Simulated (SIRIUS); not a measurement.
**YN under changes of volume**

One of the cells (14.790 Å³/atom); the others are scaled copies at fixed shape and fractional positions:

```
CELL_PARAMETERS angstrom
0.00000 2.45465 2.45465
2.45465 0.00000 2.45465
2.45465 2.45465 0.00000
ATOMIC_POSITIONS crystal
Y 0.00000 0.00000 0.00000
N 0.50000 0.50000 0.50000
```

- Program: SIRIUS 7.10.0
- Functional: PBEsol
- Potentials or basis: PseudoDojo 0.4.1 PBEsol standard (scalar relativistic)
- Cutoff: 1152 eV
- Density cutoff: 4606 eV
- k mesh: 9 × 9 × 9
- Occupations: fermi-dirac, width 0.05 eV
- Spin: no spin polarisation

| volume (Å³/atom) | energy over the lowest point (meV/atom) | pressure (GPa) | gap on the mesh (eV) |
| --- | --- | --- | --- |
| 13.630 | ? | ? | ? |
| 13.920 | 5.81 | 5.1 | 0.08 |
| 14.210 | 0.00 | 1.3 | 0.12 |
| 14.790 | 7.32 | -5.2 | 0.19 |
| 15.080 | 19.22 | -8.0 | 0.23 |
| 15.370 | 35.87 | -10.4 | 0.26 |

Problem. What does the run at 13.630 Å³/atom give?

Solution. Energy over the lowest point 18.86 meV/atom; pressure 9.3 GPa; gap on the mesh 0.04 eV.

Worked out: A Birch-Murnaghan fit of order 3 (a polynomial in V^(-2/3)) to the other rows has its minimum at 14.32 Å³/atom with B0 = V·E''(V) = 171 GPa and B' = 4.2. It gives 18.89 meV/atom at 13.630 Å³/atom, against the run's 18.86, and -dE/dV = 9.4 GPa, against 9.3.

Energies are extrapolated to zero smearing.

Caveats: an odd mesh through Γ misses points on the zone boundary, where band edges often lie. Spin-orbit coupling on Y is left out.
